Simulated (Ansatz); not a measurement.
# MgO: the cost of one run

Method: DFT LDA, plane waves, PAW, scalar-relativistic, no spin polarisation, in Ansatz 0.2.0.

## Step 1: The system as given

The cell holds 16 atoms (Mg8O8): a = 5.405 Å, b = 5.405 Å, c = 5.405 Å, α = 60.00°, β = 60.00°, γ = 60.00°.

Structure file:

```xyz
16
Lattice="0.0000 3.8220 3.8220 3.8220 0.0000 3.8220 3.8220 3.8220 0.0000" Properties=species:S:1:pos:R:3 pbc="T T T"
Mg    0.0000    0.0000    0.0000
O     1.9110    1.9110    1.9110
Mg    1.9110    1.9110    0.0000
O     3.8220    3.8220    1.9110
Mg    1.9110    0.0000    1.9110
O     3.8220    1.9110    3.8220
Mg    3.8220    1.9110    1.9110
O     5.7330    3.8220    3.8220
Mg    0.0000    1.9110    1.9110
O     1.9110    3.8220    3.8220
Mg    1.9110    3.8220    1.9110
O     3.8220    5.7330    3.8220
Mg    1.9110    1.9110    3.8220
O     3.8220    3.8220    5.7330
Mg    3.8220    3.8220    3.8220
O     5.7330    5.7330    5.7330
```

## Step 2: Run 1

190 steps of 1 fs under a Nosé-Hoover thermostat at 1500 K.

The input, input.yaml:

```yaml
crystal:
  lattice:
    - [0.0, 3.822, 3.822]
    - [3.822, 0.0, 3.822]
    - [3.822, 3.822, 0.0]
  atoms:
    - { symbol: Mg, position: [0.0, 0.0, 0.0] }
    - { symbol: O, position: [0.25, 0.25, 0.25] }
    - { symbol: Mg, position: [0.0, 0.0, 0.5] }
    - { symbol: O, position: [0.25, 0.25, 0.75] }
    - { symbol: Mg, position: [0.0, 0.5, 0.0] }
    - { symbol: O, position: [0.25, 0.75, 0.25] }
    - { symbol: Mg, position: [0.0, 0.5, 0.5] }
    - { symbol: O, position: [0.25, 0.75, 0.75] }
    - { symbol: Mg, position: [0.5, 0.0, 0.0] }
    - { symbol: O, position: [0.75, 0.25, 0.25] }
    - { symbol: Mg, position: [0.5, 0.0, 0.5] }
    - { symbol: O, position: [0.75, 0.25, 0.75] }
    - { symbol: Mg, position: [0.5, 0.5, 0.0] }
    - { symbol: O, position: [0.75, 0.75, 0.25] }
    - { symbol: Mg, position: [0.5, 0.5, 0.5] }
    - { symbol: O, position: [0.75, 0.75, 0.75] }
basis:
  ecutwfc: 420.0
kpoints:
  mp_grid: { grid: [2, 2, 2] }
hamiltonian:
  xc: lda
scf:
  occupations: { method: fermi_dirac, width: 0.05 }
  lower_state_search: "off"
md:
  timestep: 1
  n_steps: 190
  ensemble: nvt_nose_hoover
  temperature: 1500.0
  initial_velocities: maxwell_boltzmann
  seed: 395100
  nose_hoover: { tau: 200.0, chain_length: 5 }
```

Run with:

```
$ ansatz run input.yaml --threads 1 --pin off --max-ram 3072MiB --backend cpu --events-out ev --progress --plain --runs-dir out
```

Q: Estimate wall time and peak memory on 1 thread of Arm Neoverse N1, shared host.

About 10 min, with a peak of 0.39 GiB.
